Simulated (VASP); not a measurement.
Wanted: the native input for a VASP 6.6.1 run.

| Quantity | Value |
| --- | --- |
| Task | band structure |
| Functional | PBE |
| Potentials or basis | VASP PAW PBE potentials, release 64 (Ca_sv, Se) |
| Cutoff | 520 eV |
| k mesh | 8 × 8 × 8 |
| Occupations | gaussian, width 0.02 eV |
| Spin | no spin polarisation |
| Further INCAR settings | ALGO = Normal; EDIFF = 1e-06; NBANDS = 15 |

The structure of CaSe lies in POSCAR:

```
CaSe                                    
1.0
    0.0000000000      2.9826752436      2.9826752436
    2.9826752436      0.0000000000      2.9826752436
    2.9826752436      2.9826752436      0.0000000000
  Ca              Se            
     1     1
Direct
     0.0000000000000000    0.0000000000000000    0.0000000000000000
     0.5000000000000000    0.5000000000000000    0.5000000000000000
```

The cell was built by a generator and needn't be a form met in nature.

These files were run (other wordings do the same):

INCAR

```
  PREC = Accurate
  ENCUT = 520
  EDIFF = 1E-6
  ISMEAR = 0
  SIGMA = 0.02
  LREAL = False
  LASPH = True
  NELM = 60
  ALGO = Normal
  ISIF = 2
  LWAVE = False
  LCHARG = False
  GGA = PE
  NBANDS = 15
  KPAR = 4
```

KPOINTS

```
regular mesh
0
Gamma
  8 8 8
```

KPOINTS_OPT

```
path GXWKGLUWLK,UX
10
line-mode
reciprocal
 0.0000000000  0.0000000000  0.0000000000  G
 0.5000000000  0.0000000000  0.5000000000  X

 0.5000000000  0.0000000000  0.5000000000  X
 0.5000000000  0.2500000000  0.7500000000  W

 0.5000000000  0.2500000000  0.7500000000  W
 0.3750000000  0.3750000000  0.7500000000  K

 0.3750000000  0.3750000000  0.7500000000  K
 0.0000000000  0.0000000000  0.0000000000  G

 0.0000000000  0.0000000000  0.0000000000  G
 0.5000000000  0.5000000000  0.5000000000  L

 0.5000000000  0.5000000000  0.5000000000  L
 0.6250000000  0.2500000000  0.6250000000  U

 0.6250000000  0.2500000000  0.6250000000  U
 0.5000000000  0.2500000000  0.7500000000  W

 0.5000000000  0.2500000000  0.7500000000  W
 0.5000000000  0.5000000000  0.5000000000  L

 0.5000000000  0.5000000000  0.5000000000  L
 0.3750000000  0.3750000000  0.7500000000  K

 0.6250000000  0.2500000000  0.6250000000  U
 0.5000000000  0.0000000000  0.5000000000  X
```

Potentials or basis: VASP PAW PBE potentials, release 64 (Ca_sv, Se).

Launch:

```console
$ cat potpaw_PBE.64/Ca_sv/POTCAR potpaw_PBE.64/Se/POTCAR > POTCAR
$ mpirun -np 4 vasp_std > vasp.out
```

It gave:

```
Pressure                : 0.0 GPa
Band gap on the k mesh  : 2.08 eV, indirect (least direct gap 2.99 eV)
Band gap along the path : 2.08 eV, indirect (least direct gap 2.99 eV)
```

It took 9.3 s on 4 MPI ranks on Intel(R) Xeon(R) Platinum 8559C (Emerald Rapids), with other jobs on the host, peak memory 0.19 GiB a rank.
